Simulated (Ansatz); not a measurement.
Band structure of Se

```yaml
crystal:
  lattice:
    - [4.50482, 0.00000, 0.00000]
    - [-2.25241, 3.90129, 0.00000]
    - [0.00000, 0.00000, 4.97880]
  atoms:
    - { symbol: Se, position: [0.21789, 0.00000, 0.33333] }
    - { symbol: Se, position: [0.00000, 0.21789, 0.66667] }
    - { symbol: Se, position: [0.78211, 0.78211, 0.00000] }
```

Atom numbers follow the list: Se1, Se2, Se3.

Conventional cell: a = 4.505 Å, b = 4.505 Å, c = 4.979 Å, α = 90.00°, β = 90.00°, γ = 120.00°. Around Se (atom 1) lie 2 Se at 2.38 Å.

The cell is the one relaxed in the Materials Project (mp-14), not relaxed further here; entries there can be hypothetical.

Computed with DFT, LDA, all-electron LAPW, scalar-relativistic in Ansatz 0.2.0.

The runs use a Γ-centred 6×6×5 k mesh, Fermi–Dirac smearing of 0.01 eV, basis error target 1 meV/atom, no spin polarisation.

Points in fractions of the reciprocal vectors of this cell: Γ (0, 0, 0), M (0.5, 0, 0), K (0.333, 0.333, 0), A (0, 0, 0.5), L (0.5, 0, 0.5), H (0.333, 0.333, 0.5). The path joins them by straight lines in the order Γ–M–K–Γ–A–L–H–A–L; legs that retrace an earlier one aren't tabulated. Energies are in eV from the top of the valence band.

Is there a gap, and where are the band edges?

1.01 eV, indirect from L (0.5, 0, 0.5) to H (0.333, 0.333, 0.5).

List the levels between -5 and 5 eV at the symmetry points.


Γ: -3.84 (×2), -3.58, -1.95 (×2), -0.32, 1.92 (×2), 2.24
M: -4.90, -4.53, -3.21, -2.69, -1.78, -0.90, 1.96, 2.40, 3.90
K: -4.77 (×2), -2.65 (×2), -2.56, -1.35, 2.91 (×2), 3.62
A: -4.80, -3.34 (×2), -1.43 (×2), -0.96, 1.25 (×2), 1.32
L: -4.28, -4.11, -1.68, -1.16, 0.00, 1.57, 2.59, 2.97
H: -4.65 (×2), -0.89, -0.24 (×2), 1.01, 2.73 (×2)

Kohn–Sham gaps of semilocal functionals usually fall short of measured ones.
